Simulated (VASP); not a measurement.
Si (a cell with a defect), 17 atoms in the cell. The cell holds a defect, 17 atoms: a = 7.679 Å, b = 7.679 Å, c = 7.679 Å, α = 60.00°, β = 60.00°, γ = 60.00°. The cell was built by a generator and needn't be a form met in nature.

```yaml
Program: VASP 6.6.1
Task: single point
Functional: PBE
Dispersion: D3(BJ)
Potentials_or_basis: VASP PAW PBE potentials, release 64 (Si)
Cutoff: 520 eV
k_mesh: 2 × 2 × 2
Occupations: fermi-dirac, width 0.02 eV
Spin: no spin polarisation
Dipole_correction: no
Further_INCAR_settings: LREAL = Auto; ALGO = Fast; EDIFF = 1e-06; NBANDS = 48
```

Potentials or basis: VASP PAW PBE potentials, release 64 (Si).

The run is started by

```console
$ cat potpaw_PBE.64/Si/POTCAR > POTCAR
$ mpirun -np 1 vasp_std > vasp.out
```

Hardware: 1 thread of Intel(R) Xeon(R) Platinum 8559C (Emerald Rapids) (shared host).

Task: Estimate the wall time of this run.

Result: Wall time 4.4 min on 1 thread of Intel(R) Xeon(R) Platinum 8559C (Emerald Rapids), on a shared host, peak memory 0.44 GiB. Counts: scf iterations 15, k points 8.
